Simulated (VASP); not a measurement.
# MgO (Fm-3m) in VASP: a series of runs, part 3 of 3

VASP 6.6.1. Earlier steps stand in the parts before.

## (6) Band structure, r2SCAN-EpsX

The input, POSCAR:

```
MgO
1.0
    0.0000000000      2.0970013927      2.0970013927
    2.0970013927      0.0000000000      2.0970013927
    2.0970013927      2.0970013927      0.0000000000
Mg O
1 1
Direct
    0.0000000000      0.0000000000      0.0000000000
    0.5000000000      0.5000000000      0.5000000000
```

The input, INCAR.step1:

```
PREC     = Accurate       # precision mode
ENCUT    = 520            # plane-wave cutoff, eV
EDIFF    = 1E-8           # SCF threshold, eV
ISMEAR   = 0              # smearing method
SIGMA    = 0.02           # smearing width, eV
LREAL    = False          # projectors in reciprocal space
LASPH    = True           # aspherical terms in the spheres
NELM     = 100            # most SCF steps
ALGO     = Normal         # electronic algorithm
ISIF     = 2              # what is computed and relaxed
LWAVE    = False          # write WAVECAR
LCHARG   = False          # write CHGCAR
GGA      = PE             # functional
LEPSILON = True           # dielectric tensor by DFPT
KPAR     = 4
```

The input, KPOINTS.step1:

```
Automatic mesh
0
G
  12 12 12
  0 0 0
```

The input, INCAR.step2:

```
PREC     = Accurate       # precision mode
ENCUT    = 520            # plane-wave cutoff, eV
EDIFF    = 1E-5           # SCF threshold, eV
ISMEAR   = 0              # smearing method
SIGMA    = 0.02           # smearing width, eV
LREAL    = False          # projectors in reciprocal space
LASPH    = True           # aspherical terms in the spheres
NELM     = 100            # most SCF steps
ALGO     = Normal         # electronic algorithm
ISIF     = 2              # what is computed and relaxed
LWAVE    = True           # write WAVECAR
LCHARG   = False          # write CHGCAR
NBANDS   = 11             # bands
GGA      = PE             # functional
KPAR     = 4
```

The input, KPOINTS.step2:

```
Automatic mesh
0
Gamma
  8 8 8
```

The input, INCAR.step3:

```
PREC     = Accurate       # precision mode
ENCUT    = 520            # plane-wave cutoff, eV
EDIFF    = 1E-7           # SCF threshold, eV
ISMEAR   = 0              # smearing method
SIGMA    = 0.02           # smearing width, eV
LREAL    = False          # projectors in reciprocal space
LASPH    = True           # aspherical terms in the spheres
NELM     = 100            # most SCF steps
ALGO     = Normal         # electronic algorithm
ISIF     = 2              # what is computed and relaxed
LWAVE    = False          # write WAVECAR
LCHARG   = False          # write CHGCAR
METAGGA  = R2SCAN         # meta-GGA
LHFCALC  = True           # exact exchange
AEXX     = 0.3209         # exact-exchange fraction
LMIXTAU  = True         
PRECFOCK = Fast         
NBANDS   = 11             # bands
ISTART   = 1            
HFRCUT   = -1           
KPAR     = 4
```

The input, KPOINTS.step3:

```
Automatic mesh
0
Gamma
  8 8 8
```

The input, KPOINTS_OPT:

```
path GXWKGLUWLK,UX
8
line-mode
reciprocal
 0.0000000000  0.0000000000  0.0000000000  G
 0.5000000000  0.0000000000  0.5000000000  X

 0.5000000000  0.0000000000  0.5000000000  X
 0.5000000000  0.2500000000  0.7500000000  W

 0.5000000000  0.2500000000  0.7500000000  W
 0.3750000000  0.3750000000  0.7500000000  K

 0.3750000000  0.3750000000  0.7500000000  K
 0.0000000000  0.0000000000  0.0000000000  G

 0.0000000000  0.0000000000  0.0000000000  G
 0.5000000000  0.5000000000  0.5000000000  L

 0.5000000000  0.5000000000  0.5000000000  L
 0.6250000000  0.2500000000  0.6250000000  U

 0.6250000000  0.2500000000  0.6250000000  U
 0.5000000000  0.2500000000  0.7500000000  W

 0.5000000000  0.2500000000  0.7500000000  W
 0.5000000000  0.5000000000  0.5000000000  L

 0.5000000000  0.5000000000  0.5000000000  L
 0.3750000000  0.3750000000  0.7500000000  K

 0.6250000000  0.2500000000  0.6250000000  U
 0.5000000000  0.0000000000  0.5000000000  X
```

Potentials or basis: VASP PAW PBE potentials, release 64 (Mg, O).

Run with:

```bash
$ cat potpaw_PBE.64/Mg/POTCAR potpaw_PBE.64/O/POTCAR > POTCAR
$ cp INCAR.step1 INCAR
$ cp KPOINTS.step1 KPOINTS
$ mpirun -np 4 vasp_std > vasp.out
$ cp INCAR.step2 INCAR
$ cp KPOINTS.step2 KPOINTS
$ mpirun -np 4 vasp_std > vasp.out
$ cp INCAR.step3 INCAR
$ cp KPOINTS.step3 KPOINTS
$ mpirun -np 4 vasp_std > vasp.out
```

It took 8.6 min on 4 MPI ranks of Intel Xeon Platinum 8488C (Sapphire Rapids), shared host; peak memory 0.2 GiB.

The run converged. Its results:

| Item | Value |
| --- | --- |
| Free energy | -18.5111 eV |
| Pressure | -3.8 GPa |
| Band gap on the k mesh | 8.54 eV, direct |
| Band gap along the path | 8.54 eV, direct |

Levels at the corners of the path, in eV from the valence-band top:
| point | band 1 | band 2 | band 3 | band 4 | band 5 | band 6 | band 7 | band 8 | band 9 |
| --- | --- | --- | --- | --- | --- | --- | --- | --- | --- |
| Γ | -19.85 | 0.00 | 0.00 | 0.00 | 8.54 | 19.99 | 19.99 | 19.99 | 24.03 |
| X | -18.19 | -4.56 | -1.54 | -1.54 | 12.87 | 14.15 | 17.81 | 24.03 | 24.03 |
| X | -18.19 | -4.56 | -1.54 | -1.54 | 12.87 | 14.15 | 17.81 | 24.03 | 24.03 |
| W | -18.14 | -3.30 | -3.30 | -1.97 | 15.91 | 15.91 | 16.62 | 20.04 | 26.85 |
| W | -18.14 | -3.30 | -3.30 | -1.97 | 15.91 | 15.91 | 16.62 | 20.04 | 26.85 |
| K | -18.18 | -3.90 | -3.00 | -1.32 | 14.05 | 16.18 | 17.05 | 22.94 | 23.00 |
| K | -18.18 | -3.90 | -3.00 | -1.32 | 14.05 | 16.18 | 17.05 | 22.94 | 23.00 |
| Γ | -19.85 | 0.00 | 0.00 | 0.00 | 8.54 | 19.99 | 19.99 | 19.99 | 24.03 |
| Γ | -19.85 | 0.00 | 0.00 | 0.00 | 8.54 | 19.99 | 19.99 | 19.99 | 24.03 |
| L | -18.47 | -5.10 | -0.76 | -0.76 | 11.75 | 17.34 | 20.66 | 20.66 | 25.69 |
| L | -18.47 | -5.10 | -0.76 | -0.76 | 11.75 | 17.34 | 20.66 | 20.66 | 25.69 |
| U | -18.18 | -3.90 | -3.00 | -1.32 | 14.05 | 16.18 | 17.05 | 22.94 | 23.00 |
| U | -18.18 | -3.90 | -3.00 | -1.32 | 14.05 | 16.18 | 17.05 | 22.94 | 23.00 |
| W | -18.14 | -3.30 | -3.30 | -1.97 | 15.91 | 15.91 | 16.62 | 20.04 | 26.85 |
| W | -18.14 | -3.30 | -3.30 | -1.97 | 15.91 | 15.91 | 16.62 | 20.04 | 26.85 |
| L | -18.47 | -5.10 | -0.76 | -0.76 | 11.75 | 17.34 | 20.66 | 20.66 | 25.69 |
| L | -18.47 | -5.10 | -0.76 | -0.76 | 11.75 | 17.34 | 20.66 | 20.66 | 25.69 |
| K | -18.18 | -3.90 | -3.00 | -1.32 | 14.05 | 16.18 | 17.05 | 22.94 | 23.00 |
| U | -18.18 | -3.90 | -3.00 | -1.32 | 14.05 | 16.18 | 17.05 | 22.94 | 23.00 |
| X | -18.19 | -4.56 | -1.54 | -1.54 | 12.87 | 14.15 | 17.81 | 24.03 | 24.03 |

Caveat: the PAW data sets were made with another functional, which shifts forces and pressure a little.

## (7) The reference run

An earlier run on the cell as given: functional PBE; potentials or basis VASP PAW PBE potentials, release 64 (Mg, O); cutoff 520 eV; k mesh 11 × 11 × 11; occupations fermi-dirac, width 0.05 eV; no spin polarisation.

- Pressure: 6.2 GPa
- Band gap on the k mesh: 4.85 eV, direct

## (8) Summary

| task | level | cell | k mesh | cutoff (eV) | smearing | ions in elastic constants | ladder | grid for exact exchange (PRECFOCK) | screening parameter | exchange at q = 0 | gap on the mesh (eV) | pressure (GPa) |
| --- | --- | --- | --- | --- | --- | --- | --- | --- | --- | --- | --- | --- |
| elastic constants | r2SCAN+D3(BJ) | relaxed | 8 × 8 × 8 | 600 | gaussian 0.05 eV | relaxed | - | - | - | - | - | - |
| band structure | HSE06 | as given | 8 × 8 × 8 | 520 | gaussian 0.02 eV | - | gaps | Fast | 0.2 1/A | - | 6.60 | 0.6 |
| band structure | HSE03 | as given | 8 × 8 × 8 | 520 | gaussian 0.02 eV | - | gaps | Fast | - | - | 6.33 | 0.8 |
| band structure | PBE0 | as given | 8 × 8 × 8 | 520 | gaussian 0.02 eV | - | gaps | Fast | - | truncated | 7.32 | 0.6 |
| band structure | r2SCAN-EpsX | as given | 8 × 8 × 8 | 520 | gaussian 0.02 eV | - | gaps | Fast | - | truncated | 8.54 | -3.8 |
| single point | PBE | as given | 11 × 11 × 11 | 520 | fermi-dirac 0.05 eV | - | - | - | - | - | 4.85 | 6.2 |

Alike in all rows: potentials or basis VASP PAW PBE potentials, release 64 (Mg, O); no spin polarisation.

On the cell as given the gap runs from 4.85 eV (PBE) to 8.54 eV (r2SCAN-EpsX); the meshes differ, which moves gaps too. The pressure there spans -3.8 GPa (r2SCAN-EpsX) to 6.2 GPa (PBE); a positive pressure means that this level wants a larger cell, a negative one a smaller.

Caveats: the PAW data sets were made with another functional, which shifts forces and pressure a little (some runs).

Absolute energies hang on the potentials; compare differences alone.

## (9) Against experiment

Step 3. A measured gap of MgO is 7.83 eV (quoted in “Electronic structure of alkaline earth and post-transition metal oxides”, 2009, arxiv:0908.1581); the calculated 6.60 eV misses it by -1.23 eV. The value is that of HSE06, without temperature or zero-point motion. The cell is a database's relaxed one, not the measured one, which moves gaps too.

Step 4. Measured gap of MgO: 7.83 eV (quoted in “Electronic structure of alkaline earth and post-transition metal oxides”, 2009, arxiv:0908.1581). This calculation gives 6.33 eV (-1.50 eV). The value is that of HSE03, without temperature or zero-point motion. The cell is a database's relaxed one, not the measured one, which moves gaps too.

Step 5. A measured gap of MgO is 7.83 eV (quoted in “Electronic structure of alkaline earth and post-transition metal oxides”, 2009, arxiv:0908.1581); the calculated 7.32 eV misses it by -0.51 eV. The value is that of PBE0, without temperature or zero-point motion. The cell is a database's relaxed one, not the measured one, which moves gaps too.

Step 6. Measured gap of MgO: 7.83 eV (quoted in “Electronic structure of alkaline earth and post-transition metal oxides”, 2009, arxiv:0908.1581). This calculation gives 8.54 eV (+0.71 eV). The value is that of r2SCAN-EpsX, without temperature or zero-point motion. The cell is a database's relaxed one, not the measured one, which moves gaps too.
